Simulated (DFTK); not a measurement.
# Si (P-1) in DFTK: further runs

The runs below take Si through single point, with PBE.

Everything below comes from runs of DFTK 0.8.2. Logs are shortened: lines on timing, memory, paths and dates and some standing lists are left out, and cuts for length are marked.

**1. Starting point**

The typed cell holds 1 atom: a = 2.765 Å, b = 2.307 Å, c = 2.655 Å, α = 60.64°, β = 73.23°, γ = 67.05°.

This isn't the form of Si at room conditions, which is diamond.

**2. Single point, PBE**

File run.jl:

```julia
using DFTK
using PseudoPotentialData
using Unitful, UnitfulAtomic
using LinearAlgebra, Printf
include("save.jl")
disable_threading()

# lattice vectors are the columns
lattice = austrip(1u"Å") * [   -0.38151126     1.69609995     1.96855757;
               1.90029787     0.02693978     1.76430445;
               1.97204257     1.56359153    -0.24551784]
symbols   = [:Si]
positions = [[0.0, 0.0, 0.0]]
pseudopotentials = Dict(:Si => "Si.upf")
elements = Dict(s => ElementPsp(s, pseudopotentials; rcut=10.0) for s in unique(symbols))
atoms    = [elements[s] for s in symbols]

build_model(lattice, positions; symmetries=true) =
    model_DFT(lattice, atoms, positions;
              functionals=PBE(),
              temperature=austrip(0.05u"eV"),
              smearing=Smearing.FermiDirac(),
              symmetries)
Ecut  = 18.0  # hartree
kgrid = [10, 14, 11]
tol   = 1e-6
to_GPa = ustrip(uconvert(u"GPa", 1u"hartree/bohr^3"))

model = build_model(lattice, positions)
basis = PlaneWaveBasis(model; Ecut, kgrid)
display(basis)
scfres = self_consistent_field(basis;
                               tol,
                               nbandsalg=AdaptiveBands(model; n_bands_converge=7))
display(scfres.energies)
@printf "Fermi level: %.6f eV\n" ustrip(auconvert(u"eV", something(scfres.εF, NaN)))
forces = compute_forces_cart(scfres)
println("Forces (eV/Å)")
for (s, f) in zip(symbols, forces)
    @printf "%-3s %12.6f %12.6f %12.6f\n" s ustrip.(auconvert.(u"eV/Å", f))...
end
stress = compute_stresses_cart(scfres)
println("Stress (GPa)")
display(round.(stress * to_GPa; digits=4))
println("Levels at the first k-point (eV): ", round.(ustrip.(auconvert.(u"eV", scfres.eigenvalues[1][1:scfres.n_bands_converge])); digits=4))
save_scf!(scfres; forces, stress)
```

Potentials or basis: in-house norm-conserving set (PBE, scalar relativistic).

The run is started by

```
> julia --threads=1 run.jl  # save.jl only writes the numbers to a file and isn't shown; printed stress counts tension as positive; times include loading and compiling
```

Output:

```text
[... set-up lines left out ...]
n     Energy            log10(ΔE)   log10(Δρ)   Diag   Δtime
---   ---------------   ---------   ---------   ----   ------
  1   -4.205834432534                   -1.33    3.1    14.8s
  2   -4.206220197934       -3.41       -1.73    1.0    9.14s
  3   -4.206283113140       -4.20       -3.13    1.8    10.8s
  4   -4.206285824606       -5.57       -3.67    3.4    16.3s
  5   -4.206285830821       -8.21       -4.03    1.3    9.19s
  6   -4.206285831529       -9.15       -5.27    1.4    11.6s
  7   -4.206285831572      -10.36       -5.81    3.2    15.8s
  8   -4.206285831572      -12.53       -6.51    1.5    9.64s
Energy breakdown (in Ha):
    Kinetic             1.6534891
    AtomicLocal         -0.1294328
    AtomicNonlocal      0.7772467
    Ewald               -5.0731170
    PspCorrection       0.1247638
    Hartree             0.0403765
    Xc                  -1.5994727
    Entropy             -0.0001393

    total               -4.206285831572
Fermi level: 10.741289 eV
Forces (eV/Å)
Si     -0.000000    -0.000000     0.000000
Stress (GPa)
3×3 StaticArraysCore.SMatrix{3, 3, Float64, 9} with indices SOneTo(3)×SOneTo(3):
 -24.6973  -4.9323  -14.2483
  -4.9323  -2.2797    7.1536
 -14.2483   7.1536  -18.2702
Levels at the first k-point (eV): [-4.4051, 16.5032, 17.6408, 21.0416, 21.6991, 28.5452, 29.217]
```

Run time: 4.9 min. Hardware: 1 thread of Intel Xeon Platinum 8175M at 2.50GHz (Skylake/Cascade Lake), shared host; peak memory 1.9 GiB.

What came out:

```yaml
Free_energy: -114.4589 eV
Pressure: 15.1 GPa
Band_gap_on_the_k_mesh: none (metal or under the smearing width)
```

Stress tensor (GPa, compression positive):
```
24.70  4.93 14.25
 4.93  2.28 -7.15
14.25 -7.15 18.27
```

Levels at points of the mesh, in eV from the Fermi level:
| k point | band 1 | band 2 | band 3 | band 4 | band 5 | band 6 | band 7 |
| --- | --- | --- | --- | --- | --- | --- | --- |
| (0.00, 0.00, 0.00) | -15.15 | 5.76 | 6.90 | 10.30 | 10.96 | 17.80 | 18.48 |
| (-0.50, 0.00, 0.00) | -10.79 | -8.08 | 11.61 | 12.08 | 14.79 | 16.06 | 17.66 |
| (0.00, -0.50, 0.00) | -6.29 | -4.78 | 5.57 | 6.66 | 6.88 | 10.19 | 14.55 |
| (-0.50, -0.50, 0.00) | -5.43 | -3.39 | 3.41 | 4.47 | 4.51 | 7.77 | 18.55 |

**3. Single point, PBE**

Edit run.jl of step 2 so:

```diff
@@ -13,4 +13,4 @@
 positions = [[0.0, 0.0, 0.0]]
-pseudopotentials = Dict(:Si => "Si.upf")
-elements = Dict(s => ElementPsp(s, pseudopotentials; rcut=10.0) for s in unique(symbols))
+pseudopotentials = PseudoFamily("cp2k.nc.sr.pbe.v0_1.largecore.gth")
+elements = Dict(s => ElementPsp(s, pseudopotentials) for s in unique(symbols))
 atoms    = [elements[s] for s in symbols]
@@ -23,3 +23,3 @@
               symmetries)
-Ecut  = 18.0  # hartree
+Ecut  = 29.0  # hartree
 kgrid = [10, 14, 11]
```

Potentials or basis: cp2k.nc.sr.pbe.v0_1.largecore.gth (PBE, GTH).

The run is started by

```
> julia --threads=1 run.jl  # save.jl only writes the numbers to a file and isn't shown; printed stress counts tension as positive; times include loading and compiling
```

Wall time 4.4 min (1 thread of Intel Xeon Platinum 8175M at 2.50GHz (Skylake/Cascade Lake), shared host); peak memory 2.2 GiB.

It converged, with:

```yaml
Free_energy: -106.5377 eV
Pressure: 14.0 GPa
Band_gap_on_the_k_mesh: none (metal or under the smearing width)
```

Stress tensor (GPa, compression positive):
```
23.43  4.81 14.00
 4.81  1.35 -7.02
14.00 -7.02 17.08
```

Levels at points of the mesh, in eV from the Fermi level:
| k point | band 1 | band 2 | band 3 | band 4 | band 5 |
| --- | --- | --- | --- | --- | --- |
| (0.00, 0.00, 0.00) | -15.14 | 5.76 | 6.88 | 10.23 | 10.93 |
| (-0.50, 0.00, 0.00) | -10.78 | -8.08 | 11.61 | 11.96 | 14.57 |
| (0.00, -0.50, 0.00) | -6.29 | -4.78 | 5.57 | 6.64 | 6.86 |
| (-0.50, -0.50, 0.00) | -5.42 | -3.40 | 3.42 | 4.47 | 4.50 |

Caveat: GTH potentials come without recommended cutoffs, and this one wasn't checked for convergence.

**4. Single point, PBE**

Edit run.jl of step 3 so:

```diff
@@ -13,3 +13,3 @@
 positions = [[0.0, 0.0, 0.0]]
-pseudopotentials = PseudoFamily("cp2k.nc.sr.pbe.v0_1.largecore.gth")
+pseudopotentials = PseudoFamily("cp2k.nc.sr.pbe.v0_1.semicore.gth")
 elements = Dict(s => ElementPsp(s, pseudopotentials) for s in unique(symbols))
```

Potentials or basis: cp2k.nc.sr.pbe.v0_1.semicore.gth (PBE, GTH).

The run is started by

```
> julia --threads=1 run.jl  # save.jl only writes the numbers to a file and isn't shown; printed stress counts tension as positive; times include loading and compiling
```

Output:

```text
PlaneWaveBasis discretization:

    Ecut                 : 29.0 Ha
    fft_size             : (27, 24, 27), 17496 total points
    kgrid                : MonkhorstPack([10, 14, 11])
    num.   red. kpoints  : 1540
    num. irred. kpoints  : 772

    Discretized Model(gga_x_pbe+gga_c_pbe, 3D):
        lattice (in Bohr)    : [-0.720952 , 3.20516   , 3.72003   ]
                               [3.59104   , 0.0509088 , 3.33405   ]
                               [3.72662   , 2.95476   , -0.463961 ]
        unit cell volume     : 91.049 Bohr³

        atoms                : Si
        pseudopot. family    : PseudoFamily("cp2k.nc.sr.pbe.v0_1.semicore.gth")

        num. electrons       : 4
        spin polarization    : none
        temperature          : 0.0018375 Ha
        smearing             : DFTK.Smearing.FermiDirac()

        terms                : Kinetic()
                               AtomicLocal()
                               AtomicNonlocal()
                               Ewald(nothing)
                               PspCorrection()
                               Hartree()
                               Xc(gga_x_pbe, gga_c_pbe)
                               Entropy()
n     Energy            log10(ΔE)   log10(Δρ)   Diag   Δtime
---   ---------------   ---------   ---------   ----   ------
  1   -3.913904079295                   -0.95    3.2    28.7s
  2   -3.914980660067       -2.97       -1.41    1.0    19.4s
  3   -3.915179144911       -3.70       -2.30    2.1    25.2s
  4   -3.915186108088       -5.16       -3.28    2.2    24.4s
  5   -3.915186444432       -6.47       -3.77    2.9    29.9s
  6   -3.915186447134       -8.57       -4.86    2.0    22.6s
  7   -3.915186447400       -9.57       -5.18    3.0    29.6s
  8   -3.915186447405      -11.31       -6.01    1.6    20.4s
Energy breakdown (in Ha):
    Kinetic             1.6880998
    AtomicLocal         0.0736538
    AtomicNonlocal      0.7717774
    Ewald               -5.0731170
    PspCorrection       -0.1557520
    Hartree             0.0408815
    Xc                  -1.2605923
    Entropy             -0.0001378

    total               -3.915186447405
Fermi level: 12.646679 eV
Forces (eV/Å)
Si     -0.000000    -0.000000     0.000000
Stress (GPa)
3×3 StaticArraysCore.SMatrix{3, 3, Float64, 9} with indices SOneTo(3)×SOneTo(3):
 -23.4315  -4.8143  -14.0049
  -4.8143  -1.349     7.0199
 -14.0049   7.0199  -17.0811
Levels at the first k-point (eV): [-2.4925, 18.4087, 19.5252, 22.8788, 23.5813, 30.0434, 31.1793]
```

Run time: 4.4 min. Hardware: 1 thread of Intel Xeon Platinum 8175M at 2.50GHz (Skylake/Cascade Lake), shared host; peak memory 2.2 GiB.

Results:

```yaml
Free_energy: -106.5377 eV
Pressure: 14.0 GPa
Band_gap_on_the_k_mesh: none (metal or under the smearing width)
```

Caveat: GTH potentials come without recommended cutoffs, and this one wasn't checked for convergence.

**5. Overview**

```tsv
potentials or basis	cutoff (eV)	gap on the mesh (eV)	pressure (GPa)
in-house norm-conserving set (PBE, scalar relativistic)	490	none	15.1
cp2k.nc.sr.pbe.v0_1.largecore.gth (PBE, GTH)	789	none	14.0
cp2k.nc.sr.pbe.v0_1.semicore.gth (PBE, GTH)	789	none	14.0
```

Alike in all rows: task single point; level PBE; no spin polarisation; cell as given; k mesh 10 × 14 × 11; smearing fermi-dirac 0.05 eV.

Caveats: GTH potentials come without recommended cutoffs, and this one wasn't checked for convergence (some runs).

Absolute energies hang on the potentials; compare differences alone.
